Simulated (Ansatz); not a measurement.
Energy ranking of Sn4Te structures

Method: DFT PBE, scalar-relativistic, plane waves, PAW (Ansatz). All cells share a 420 eV cutoff and Γ-centred k meshes spaced at most about 0.3 Å⁻¹ (about 0.25 or finer for metals, 2π included). No spin polarisation.

The zero of energy is the elements' standard structures at the same level; no fitted shifts are applied. The references include grey tin.

All energies are static (0 K, no zero-point motion). Larger cells and other orderings weren't all tried, so the list isn't exhaustive. For metals, differences of a few meV/atom aren't resolved. These runs have no spin–orbit coupling, which can matter for Te. The reference form of Te is held partly by dispersion forces, which this level lacks.

Invented guesses were relaxed alike, and ends that match in structure were merged. ΔE counts from the first row. Coordination counts Sn atoms around Te (those within 1.25 times the shortest such distance or 1.15 times the sum of covalent radii; the shortest distance is added where it is long for a bond). The ends were matched against large subsets of the Crystallography Open Database and the Materials Project, so a missing match doesn't prove that a structure is unreported.

```csv
#,reached from,type and space group,atoms,Å³/atom,coordination,ΔE (meV/atom),gap on mesh (eV),in databases
1,random cell,P4/mmm (No. 123),5,37.8,Te 8 from 3.3 Å,0,0.00,no match
2,random cell,R3m (No. 160),5,42.2,Te 3,9,0.00,no match
3,random cell,P6/mmm (No. 191),5,43.2,Te 8,301,0.00,no match
4,Fe4N type (Pm-3m),Pm-3m (No. 221),5,39.9,Te 6,391,0.00,no match
```

The lowest: Space group P4/mmm (No. 123), tetragonal, a = 6.166 Å, c = 4.969 Å. Sn is surrounded by 4 Sn at 3.07–3.09 Å and 2 Te at 3.31 Å; Te is surrounded by 8 Sn at 3.31 Å. Its energy over the elements is +0.23 eV/atom. It can't be a ground state, since the elements alone are lower. An observed structure of this formula, if there is one, may be missing.

```
CELL_PARAMETERS angstrom
6.16613 0.00000 0.00000
0.00000 6.16613 0.00000
0.00000 0.00000 4.96902
ATOMIC_POSITIONS crystal
Sn 0.75085 0.75085 0.00000
Sn 0.24915 0.24915 0.00000
Sn 0.75085 0.24915 0.00000
Sn 0.24915 0.75085 0.00000
Te 0.50000 0.50000 0.50000
```

The second: Space group R3m (No. 160), trigonal, a = 7.596 Å, c = 12.681 Å. Sn on a site of symmetry 3m is surrounded by 6 Sn at 3.03–3.15 Å; Sn on a site of symmetry m is surrounded by 1 Te at 2.95 Å and 4 Sn at 3.03–3.24 Å; Te is surrounded by 3 Sn at 2.95 Å. Counting Sn atoms around Te, the first has Te 8 from 3.3 Å and the second has Te 3. Cells relaxed within their symmetry can be saddle points.

```
Sn Te
1.0
     3.79792    2.19273    4.22696
    -3.79792    2.19273    4.22696
     0.00000   -4.38546    4.22696
Sn Te
4 1
Direct
  0.56256 0.56256 0.56256
  0.62032 0.04719 0.62032
  0.62032 0.62032 0.04719
  0.04719 0.62032 0.62032
  0.94226 0.94226 0.94226
```

Some structure types and database cells were kept out of the candidates from the start, so a known form may be missing.
